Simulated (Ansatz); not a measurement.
# CoSi₂: enthalpy against pressure

CoSi₂, Fm-3m, a = 5.313 Å. Ansatz: PBEsol, PAW, 420 eV, Γ-centred 14×14×14 mesh on 3 atoms, Gaussian smearing 0.10 eV; no spin polarisation. Cell and atoms are relaxed at each pressure, and no other structure is tried, so the rows at high pressure may lie past a change of phase. y is the enthalpy over the state at zero pressure; there V0 = 12.494 Å³/atom. The pressures are the targets, met within 0.04 GPa.

```tsv
P (GPa)	y (eV/atom)
-1.0	-0.0782
0.0	0.0000
1.0	0.0778
4.0	0.3088
12.0	0.9096
25.0	?
50.0	3.5403
90.0	6.0420
```

Q: Fit y = c1 P + c2 P² + c3 P³ to the other rows, say what c1 and c2 mean, and predict the missing value.

A: Least squares on the rows shown. y = 0.077720 P − 0.00016412 P² + 5.1653×10⁻⁷ P³. Since dH/dP = V, c1 is V0: 0.077720 eV/GPa × 160.2 = 12.451 Å³ against 12.494; c2 = −V0/(2B0) gives B0 = 237 GPa, where a Birch–Murnaghan fit to the volumes of the same runs (not shown) gives 195 GPa: a cubic over this range folds the higher terms into c2. At P = 25.0 the fit asked for gives 1.8485 eV/atom. The run gave 1.8460 eV/atom, so the fit is 0.0025 eV/atom too high, 0.041 % of the span of the series, against an rms of 0.0003 eV/atom on the fitted rows. With a term in P⁴ added, a fit to the same known rows predicts 1.8453 eV/atom, so most of the miss is curvature that the known rows already hold.